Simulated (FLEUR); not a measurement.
The system is Pd.

```xyz
2
Lattice="2.7837 0.0000 0.0000 -1.3918 2.4107 0.0000 0.0000 0.0000 4.6289" Properties=species:S:1:pos:R:3 pbc="T T T"
Pd    0.0000    1.6071    1.1572
Pd    1.3918    0.8036    3.4717
```

This isn't the form of Pd at room conditions, which is fcc.

| Quantity | Value |
| --- | --- |
| Program | FLEUR MaX-R8.1 (later development tree) |
| Task | single point |
| Functional | PBE |
| Potentials or basis | all-electron |
| Basis | FLAPW |
| Kmax | 4.15 1/bohr |
| k mesh | 11 × 11 × 6 |
| Occupations | fermi-dirac, width 0.05 eV |
| Spin | no spin polarisation |
| Gmax | 12.9 1/bohr |
| Muffin-tin radii | Pd 2.36 bohr |
| lmax | Pd 10 |
| lnonsphr | Pd 10 |
| Local orbitals a species | Pd 5 |
| Max iterations | 60 |
| Mixing factor | 0.05 |
| Mixer | Anderson |
| Mixer history | 15 |

On this cell: largest force under 0.003 eV/Å; band gap on the k mesh none (metal or under the smearing width).

The same run follows on a disturbed copy (atoms moved at random, drawn with an rms of 0.05 Å):

```
CELL_PARAMETERS angstrom
2.78367 0.00000 0.00000
-1.39183 2.41072 0.00000
0.00000 0.00000 4.62889
ATOMIC_POSITIONS crystal
Pd 0.32850 0.69168 0.24099
Pd 0.66929 0.34399 0.75873
```

Problem. What changes?

Solution. The energy (extrapolated to zero smearing) moves by +14.4 meV/atom; largest force 0.672 eV/Å; band gap on the k mesh none (metal or under the smearing width).

Forces on the atoms (eV/Å):
```
Pd   0.033 -0.033  0.670
Pd  -0.033  0.033 -0.670
```
